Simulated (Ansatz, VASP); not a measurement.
# One calculation of CdS, two programs

Contents of INCAR:

```
SYSTEM = CdS
  PREC = Accurate
  ENCUT = 520
  EDIFF = 1E-6
  ISMEAR = 0
  SIGMA = 0.05
  LREAL = .False.
  LASPH = .True.
  NELM = 100
  ALGO = Normal
  ISIF = 2
  LWAVE = .False.
  LCHARG = .False.
  GGA = PS
  NBANDS = 16
```

File KPOINTS:

```
Automatic mesh
0
Gamma
  9 9 6
  0 0 0
```

File POSCAR:

```
CdS
1.0
    4.2611695877      0.0000000000      0.0000000000
   -2.1305847939      3.6902811128      0.0000000000
    0.0000000000      0.0000000000      5.8041729400
Cd S
1 1
Direct
    0.0000000000      0.0000000000      0.4426919200
    0.6666666667      0.3333333333      0.4343080800
```

Input for Ansatz:

```yaml
crystal:
  lattice:
    - [4.2611695877, 0.0, 0.0]
    - [-2.1305847939, 3.6902811128, 0.0]
    - [0.0, 0.0, 5.80417294]
  atoms:
    - { symbol: Cd, position: [0.0, 0.0, 0.44269192] }
    - { symbol: S, position: [0.6666666667, 0.3333333333, 0.43430808] }
basis:
  ecutwfc: 420
kpoints:
  mp_grid: { grid: [9, 9, 6] }
hamiltonian:
  xc: pbesol
scf:
  occupations: { method: gaussian, width: 0.05 }
output:
  forces: true
  stress: true
  eigenvalues: true
```

Measurements of this composition are mostly on another form, of space group No. 186.

Alike in both runs: task single point; functional PBEsol; k mesh 9 × 9 × 6; occupations gaussian, width 0.05 eV; no spin polarisation.

```csv
,VASP,Ansatz
version,VASP 6.6.1,Ansatz 0.2.0
potentials or method,"VASP PAW PBE potentials, release 64 (Cd, S)","scalar-relativistic, plane waves, PAW"
plane-wave cutoff (eV),520,420
valence electrons in the cell,18,26
```

VASP gave:

| Quantity | Value |
| --- | --- |
| gap on the k mesh at the Fermi level (eV) | 1.42 |
| least direct gap on the mesh (eV) | 1.42 |
| pressure (GPa) | -1.3 |
| largest component of the traceless stress (GPa) | 1.29 |
| rms of the force components (eV/Å) | 0.008 |

Q: What did Ansatz give for the same quantities?

A: gap on the k mesh at the Fermi level (eV): 1.42; least direct gap on the mesh (eV): 1.42; pressure (GPa): -1.5; largest component of the traceless stress (GPa): 1.49; rms of the force components (eV/Å): 0.010.

Atom by atom the forces differ by 0.002 eV/Å (rms over components). With one functional, cell and mesh, what is left measures potentials, basis and numerics. The two sets of potentials don't hold the same shells in valence.

Caveats: the PAW data sets were made with another functional, which shifts forces and pressure a little (VASP); an odd mesh through Γ misses points on the zone boundary, where band edges often lie. As with any semilocal functional, this PBEsol gap is likely too small.
